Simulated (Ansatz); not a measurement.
EuO: single point, PBE, ferromagnetic start (computed with Ansatz 0.2.0, plane waves, PAW)

Command:

```bash
ansatz run input.yaml --threads 4 --pin off --max-ram 6144MiB --backend cpu --events-out ev --progress --plain --runs-dir out
```

input.yaml:

```yaml
crystal:
  lattice:
    - [0.0, 2.5719519658, 2.5719519658]
    - [2.5719519658, 0.0, 2.5719519658]
    - [2.5719519658, 2.5719519658, 0.0]
  atoms:
    - { symbol: Eu, position: [0.5, 0.5, 0.5], spin: 7.0 }
    - { symbol: O, position: [0.0, 0.0, 0.0] }
basis:
  ecutwfc: 420
  ecutrho_ratio: 4
kpoints:
  mp_grid: { grid: [8, 8, 8] }
hamiltonian:
  xc: pbe
scf:
  occupations: { method: gaussian, width: 0.05 }
output:
  forces: true
  stress: true
  eigenvalues: true
  populations: true
magnetization:
  spin_polarized: true
```

**Question.** What does this run give?

**Answer.** gap on the mesh zero (metallic on this mesh); pressure -4.1 GPa; largest spin moment of an atom 6.62 μB, counted in the atom's sphere (Löwdin populations divide the density otherwise).

Output (shortened):

```
Eu: projections on atomic orbitals take those of the free atom [Kr 4d10] 4f7 5s2 5p6 5d0 6s2, of charge +0.00 (hamiltonian.pseudopotentials.projection_atoms); the dataset's partial waves leave at most 1.0e-3 of an orbital's norm unspanned inside its sphere
Engine: ansatz 0.2.0, aarch64-unknown-linux-gnu
Crystal: 2 atoms, lattice volume = 34.027 Å³
Basis set: ecut = 420 eV, 645 PW (Γ), exchange–correlation on 50×50×50 points (8 copies of the dense FFT grid, shifted against one another)
Symmetry: 48 space group operations
Space group: Fm-3m (ITA 225), of the structure as read, at distance tolerance 3.2e-5 Å
Magnetic group: BNS 225.116 (UNI 1618), of the structure as read, at distance tolerance 3.2e-5 Å
k-points: 29 of 512
[…]
SCF 1 converged in 13 iterations: F = -9337.009236 eV  dr2 = 5.38e-9
  greatest PAW one-centre occupation: 1.000 electrons in one spin orbital (limit 2), on the Eu atom at site 0 (counted from 0), in its partial waves of l = 0
SCF converged after 13 iterations
Magnetization: 6.9877 μB (14.9938 up, 8.0062 down)
Absolute magnetization: 7.1809 μB (∫|ρ↑−ρ↓|, with the PAW one-centre terms)
Spin contamination: 0.0147 ħ² per cell (⟨S²⟩ above its minimum at these occupations)
Per-site moments (μB) at R_I (Å): [(6.624502631891928, 1.0609301858925), (-0.07980583057694558, 1.0609301858925)]
Free energy (F): -9337.009236 eV
Harris-Foulkes:  -9337.009236 eV  (|F-HF|=5.30e-9)
Internal energy: -9337.008175 eV  (E = F + TS)
E sigma→0 (E₀):  -9337.008706 eV
Entropy (-TS):   -0.001061 eV (-0.530 meV/atom)
Fermi energy:    14.070945 eV
--- Forces (eV/Å), atoms counted from 1 ---
  atom   1  Eu     0.00000000    -0.00000000    -0.00000000
  atom   2  O     -0.00000000     0.00000000     0.00000000
--- Stress (GPa, compression-positive) ---
       -4.075308       0.000000       0.000000
       -0.000000      -4.075308       0.000000
       -0.000000      -0.000000      -4.075308
  P = ⅓ Tr σ = -4.0753 GPa (-40.753 kbar)
--- Löwdin populations: 2 sites ---
  site symbol       q [e]    m [muB]
     0     Eu     16.4328     7.0821
     1      O      6.5341    -0.1026
  spilling = 0.001440 (of n_electrons = 23.000000)
```

Time: 1.9 s on 4 threads of Arm Neoverse V1, with other jobs on the host, peak memory 0.36 GiB.

Caveats: only parallel moments were run, and the real order may differ; spin–orbit coupling is left out.
